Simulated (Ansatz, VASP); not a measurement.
PbS in VASP and in Ansatz

The input INCAR:

```
SYSTEM = PbS
PREC = Accurate ; ENCUT = 520
EDIFF = 1E-8 ; ISMEAR = -1
SIGMA = 0.01 ; LREAL = .FALSE.
LASPH = .TRUE. ; NELM = 60
ALGO = Normal ; ISIF = 2
LWAVE = .FALSE. ; LCHARG = .FALSE.
GGA = PE ; LEFG = .TRUE.
NBANDS = 17
```

KPOINTS

```
Automatic mesh
0
G
  8 8 8
  0 0 0
```

POSCAR

```
PbS
1.0
    0.0000000000      2.9451000715      2.9451000715
    2.9451000715      0.0000000000      2.9451000715
    2.9451000715      2.9451000715      0.0000000000
Pb S
1 1
Direct
    0.0000000000      0.0000000000      0.0000000000
    0.5000000000      0.5000000000      0.5000000000
```

Input for Ansatz:

```yaml
crystal:
  lattice:
    - [0.0, 2.9451000715, 2.9451000715]
    - [2.9451000715, 0.0, 2.9451000715]
    - [2.9451000715, 2.9451000715, 0.0]
  atoms:
    - { symbol: Pb, position: [0.0, 0.0, 0.0] }
    - { symbol: S, position: [0.5, 0.5, 0.5] }
kpoints:
  mp_grid: { grid: [8, 8, 8] }
scf:
  occupations: { method: fermi_dirac, width: 0.01 }
hamiltonian:
  xc: pbe
  pseudopotentials: { kind: all_electron, datasets: crystal }
output:
  forces: true
  stress: true
  eigenvalues: true
  efg: { contact_densities: true }
```

Change from the starting cell: volume scaled by 0.98, crystal datasets.

Alike in both runs: task electric field gradients; functional PBE; k mesh 8 × 8 × 8; occupations fermi-dirac, width 0.01 eV; no spin polarisation.

|  | VASP | Ansatz |
| --- | --- | --- |
| version | VASP 6.6.1 | Ansatz 0.2.0 |
| potentials or method | VASP PAW PBE potentials, release 64 (Pb_d, S) | all-electron PAW with datasets made for the crystal, scalar-relativistic |
| plane-wave cutoff (eV) | 520 | see its input |

Ansatz gave:

- pressure (GPa): 3.6
- Vzz of the field gradient on the site that differs most (V/Å²): 0.0

**Question.** What did VASP give for the same quantities?

**Answer.** Pressure (GPa): 3.5; Vzz of the field gradient on the site that differs most (V/Å²): 0.0.

Ansatz ran all-electron here, so the differences hold the error of VASP's frozen core and of both bases. Ansatz warned: «gradients_without_spin_orbit».

Caveats: spin-orbit coupling is left out, which as a rule narrows the gap of such compounds by several tenths of an eV.
